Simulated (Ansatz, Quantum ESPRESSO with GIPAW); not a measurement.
# From 29Si NMR to local structure in SiC

A crystal of composition SiC (one database entry, not always the ambient form) has the 29Si spectrum and parameters below, calculated by GIPAW (PBEsol; shifts against TMS, scatter of the reference line 4 ppm; spans on the shift scale).

Simulated spectrum: 29Si MAS at 60 kHz, 23.5 T (198.9 MHz), lines broadened by 0.8 ppm; rigid lattice, with dipolar and J couplings left out. Its lines over 1.5 % of the strongest:

| δ (ppm) | area |
| --- | --- |
| -21.8 | 1.00 |
| -27.2 | 1.00 |
| -33.4 | 1.00 |

| line | δ_iso (ppm) | relative area | span (ppm) | skew |
| --- | --- | --- | --- | --- |
| A | -21.8 | 1 | 3.7 | 1.00 |
| B | -27.2 | 1 | 11.4 | -1.00 |
| C | -33.4 | 1 | 4.3 | 1.00 |

**Question.** What do these values say of the surroundings and site symmetry of Si?

A, B and C: skew ±1 point to an axis of order three or more.  The structure behind these values (space group P6_3mc; other structures could give like values):

| line | surroundings | neighbours | bonds (Å) | site symmetry |
| --- | --- | --- | --- | --- |
| A | SiC4 | 4 | 1.895 | 3m |
| B | SiC4 | 4 | 1.90 to 1.90 | 3m |
| C | SiC4 | 4 | 1.895 | 3m |

[Hosts, paths, dates, database ids (printed as entryN), source tags and the programs' standing remarks are cut or masked in the printed files.]
